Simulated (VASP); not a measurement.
Set up this calculation in VASP 6.6.1, as the native input.

| Property | Result |
| --- | --- |
| Task | single point |
| Functional | PBE |
| Potentials or basis | VASP PAW PBE potentials, release 64 (Pd) |
| Cutoff | 520 eV |
| k mesh | 24 × 24 × 24 |
| Occupations | gaussian, width 0.1 eV |
| Spin | no spin polarisation |
| Dipole correction | no |
| Further INCAR settings | ALGO = Normal; EDIFF = 1e-07; NBANDS = 17 |

The structure of Pd lies in POSCAR:

```
Pd
1.0
    0.0000000000      2.3493762079      4.9515208850
    1.3800689156      0.0000000000      4.9515208850
    1.3800689156      2.3493762079      0.0000000000
Pd
2
Direct
    0.8686944325      0.8686944325      0.1313055675
    0.1313055675      0.1313055675      0.8686944325
```

The cell was built by a generator and needn't be a form met in nature.

One way to write it, as run:

INCAR

```
  PREC = Accurate
  ENCUT = 520
  EDIFF = 1E-7
  ISMEAR = 0
  SIGMA = 0.1
  LREAL = False
  LASPH = True
  NELM = 100
  ALGO = Normal
  ISIF = 2
  LWAVE = False
  LCHARG = False
  GGA = PE
  NBANDS = 17
```

KPOINTS

```
Automatic mesh
0
Gamma
  24 24 24
```

Potentials or basis: VASP PAW PBE potentials, release 64 (Pd).

Run with:

```sh
$ cat potpaw_PBE.64/Pd/POTCAR > POTCAR
$ mpirun -np 1 vasp_std > vasp.out
```

Results of the run:

```
Pressure               : -0.3 GPa
Largest force          : 0.007 eV/Å
Band gap on the k mesh : none (metal or under the smearing width)
```

Wall time 18 min on 1 thread of Intel(R) Xeon(R) Platinum 8488C (Sapphire Rapids) (shared host), peak memory 0.92 GiB.
